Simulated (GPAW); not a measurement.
The system is LiCl.

```
Cl Li
1.0
     0.00000    2.56477    2.56477
     2.56477    0.00000    2.56477
     2.56477    2.56477    0.00000
Cl Li
1 1
Cartesian
  2.5648 2.5648 2.5648
  0.0000 0.0000 0.0000
```

Base run:

```yaml
Program: GPAW 26.7.0
Functional: M06-L
Potentials_or_basis: GPAW PAW data sets (gpaw-data 1.2.1)
Cutoff: 800 eV
Basis: pw
k_mesh: 7 × 7 × 7
Occupations: fermi-dirac, width 0.05 eV
Spin: no spin polarisation
```

Its results: band gap on the k mesh 7.04 eV, direct; pressure 2.6 GPa.

Problem. After a change of settings the same cell gave: band gap on the k mesh 7.16 eV, direct; pressure -0.2 GPa. Which change was it?
A. functional from M06-L to OLYP; potentials or basis from GPAW PAW data sets (gpaw-data 1.2.1) to PAW data sets generated in the run's folder for this functional
B. functional from M06-L to revTPSS; band points from 100 to 80
C. functional from M06-L to rSCAN

Solution. C.

Caveats: the PAW data sets were made with another functional, which shifts forces and pressure a little.

Not every run made on this cell is shown here.
